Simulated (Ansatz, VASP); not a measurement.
# One calculation of MgS, two programs

The input INCAR:

```
PREC = Accurate
ENCUT = 520
EDIFF = 1E-6
ISMEAR = -1
SIGMA = 0.02
LREAL = False
LASPH = True
NELM = 100
ALGO = Normal
ISIF = 2
LWAVE = False
LCHARG = False
GGA = PS
NBANDS = 11
```

File KPOINTS:

```
regular mesh
0
Gamma
  6 6 6
```

The input POSCAR:

```
MgS
1.0
    3.2628174072      0.0000000000      0.0000000000
    0.0000000000      3.2628174072      0.0000000000
    0.0000000000      0.0000000000      3.2628174072
Mg S
1 1
Direct
    0.0000000000      0.0000000000      0.0000000000
    0.5000000000      0.5000000000      0.5000000000
```

Input for Ansatz:

```yaml
crystal:
  lattice:
    - [3.2628174072, 0.0, 0.0]
    - [0.0, 3.2628174072, 0.0]
    - [0.0, 0.0, 3.2628174072]
  atoms:
    - { symbol: Mg, position: [0.0, 0.0, 0.0] }
    - { symbol: S, position: [0.5, 0.5, 0.5] }
kpoints:
  mp_grid: { grid: [6, 6, 6] }
hamiltonian:
  xc: pbesol
scf:
  occupations: { method: fermi_dirac, width: 0.02 }
  n_extra_bands: 4
output:
  forces: true
  stress: true
  eigenvalues: true
```

The cell was built by a generator and needn't be a form met in nature.

Alike in both runs: task single point; functional PBEsol; k mesh 6 × 6 × 6; occupations fermi-dirac, width 0.02 eV; no spin polarisation.

```csv
,VASP,Ansatz
version,VASP 6.6.1,Ansatz 0.2.0
potentials or method,"VASP PAW PBE potentials, release 64 (Mg, S)","plane waves, PAW"
plane-wave cutoff (eV),520,420
valence electrons in the cell,8,16
```

|  | VASP | Ansatz | Ansatz less VASP |
| --- | --- | --- | --- |
| pressure (GPa) | -1.8 | -1.6 | +0.22 |

The two sets of potentials don't hold the same shells in valence.

Caveats: the PAW data sets were made with another functional, which shifts forces and pressure a little (VASP).
